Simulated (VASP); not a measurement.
## SnO2 in VASP 6.6.1, single-point calculation

INCAR

```
IBRION = -1
PREC = Accurate
LWAVE = .FALSE.
SIGMA = 0.02
LCHARG = .FALSE.
NSW = 0
ENCUT = 520
NELM = 68
LREAL = .FALSE.
NBANDS = 20
EDIFF = 0.001
ALGO = Normal
ISIF = 2
LASPH = .TRUE.
ISMEAR = -1
METAGGA = R2SCAN
```

KPOINTS

```
KPOINTS created by Atomic Simulation Environment
0
Gamma
8 8 8
0 0 0
```

POSCAR

```
Sn O
 1.0000000000000000
     0.0000000000000000    2.5595616801999999    2.5595616801999999
     2.5595616801999999    0.0000000000000000    2.5595616801999999
     2.5595616801999999    2.5595616801999999    0.0000000000000000
 Sn  O
   1   2
Cartesian
  0.0000000000000000  0.0000000000000000  0.0000000000000000
  1.2797808400999999  1.2797808400999999  1.2797808400999999
  3.8393425202999998  3.8393425202999998  3.8393425202999998
```

The recommended PBE PAW datasets give the neutral cell 26 valence electrons.

Command

```
mpirun -np 1 vasp_std
```

Problem. Predict the outcome of this run.

Solution. It converged. Results: gap between bands v and c on the k mesh 0.52 eV; least direct gap on the k mesh 1.90 eV; pressure -6.6 GPa. Band v is the last that the valence electrons fill when counted band by band, and c is the next.

OSZICAR

```
N       E                     dE             d eps       ncg     rms          rms(c)
DAV:   1     0.220034211986E+03    0.22003E+03   -0.13749E+04  1284   0.206E+03
DAV:   2    -0.240056370578E+02   -0.24404E+03   -0.23060E+03  1236   0.516E+02
DAV:   3    -0.502736910113E+02   -0.26268E+02   -0.25977E+02  1336   0.140E+02
DAV:   4    -0.509736288600E+02   -0.69994E+00   -0.69944E+00  1288   0.239E+01
DAV:   5    -0.509899864430E+02   -0.16358E-01   -0.16356E-01  1448   0.377E+00    0.104E+01
DAV:   6    -0.412994870655E+02    0.96905E+01   -0.66788E+00  1656   0.586E+01    0.419E+00
DAV:   7    -0.414432252867E+02   -0.14374E+00   -0.11407E+00  1292   0.891E+00    0.235E+00
DAV:   8    -0.414813914276E+02   -0.38166E-01   -0.15397E-01  1680   0.577E+00    0.667E-01
DAV:   9    -0.414701869139E+02    0.11205E-01   -0.57441E-02  1768   0.380E+00    0.145E-01
DAV:  10    -0.414704687542E+02   -0.28184E-03   -0.41146E-03  1220   0.530E-01
   1 F= -.41470469E+02 E0= -.41470469E+02  d E =-.126512E-07
```

These settings aren't sound, so the numbers aren't properties of the crystal.

On sound settings r²SCAN gives a gap of 0.54 eV on its mesh and a pressure of -5.3 GPa for the intended cell.
